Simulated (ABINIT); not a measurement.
Write the native input for ABINIT 10.8.3 (patched build) that does the following.

```yaml
Task: band structure
Functional: WC
Potentials_or_basis: PseudoDojo NC SR PBEsol v0.4.1 standard
Cutoff: 544 eV
k_mesh: 11 × 11 × 11
Occupations: fermi-dirac, width 0.05 eV
Spin: no spin polarisation
```

The system is Al.

```
CELL_PARAMETERS angstrom
0.00000 2.02481 2.02481
2.02481 0.00000 2.02481
2.02481 2.02481 0.00000
ATOMIC_POSITIONS crystal
Al 0.00000 0.00000 0.00000
```

The input as run:

run.abi

```
# Datasets: ground state, then fixed potential
ndtset 2

# Pseudopotentials
pp_dirpath "./"
pseudos "Al.upf"

# Structure
acell 3*1.0
rprim
     0.0000000000     3.8263269058     3.8263269058
     3.8263269058     0.0000000000     3.8263269058
     3.8263269058     3.8263269058     0.0000000000
ntypat 1
znucl 13
natom 1
typat 1
xred
     0.0000000000     0.0000000000     0.0000000000

# Plane-wave basis
ecut 544.227725 eV

# Exchange and correlation
ixc 23

# Bands and occupations
occopt 3
tsmear 0.05 eV

# SCF cycle
nstep 100

# Output
iomode 3
prtwf 0
prteig 0
prtebands 0
enunit 1
prtden1 1

# Dataset 1
kptopt1 1
ngkpt1 11 11 11
nshiftk1 1
shiftk1 0.0 0.0 0.0
nband1 6
tolvrs1 1.0e-10

# Dataset 2: bands along G-X-W-K-G-L-U-W-L-K
iscf2 -2
getden2 1
nband2 10
nbdbuf2 2
tolwfr2 1.0e-12
kptopt2 -9
ndivsm2 6
prteig2 1
prtvol2 -3
kptbounds2
     0.0000000000     0.0000000000     0.0000000000
     0.5000000000     0.0000000000     0.5000000000
     0.5000000000     0.2500000000     0.7500000000
     0.3750000000     0.3750000000     0.7500000000
     0.0000000000     0.0000000000     0.0000000000
     0.5000000000     0.5000000000     0.5000000000
     0.6250000000     0.2500000000     0.6250000000
     0.5000000000     0.2500000000     0.7500000000
     0.5000000000     0.5000000000     0.5000000000
     0.3750000000     0.3750000000     0.7500000000
```

Potentials or basis: PseudoDojo NC SR PBEsol v0.4.1 standard.

The run is started by

```sh
$ abinit run.abi > log 2>&1
```

It gave:

```yaml
Pressure: -1.5 GPa
Band_gap_on_the_k_mesh: none (metal or under the smearing width)
Valence_electrons_inside_the_program's_atomic_spheres: Al 0.87 (radii [1.0584] Å)
```

Caveat: the potentials were made for another functional, which shifts forces and pressure.

Wall time 6.4 s on 1 thread of Intel(R) Xeon(R) 6975P-C (Granite Rapids), on a shared host, peak memory 0.09 GiB.
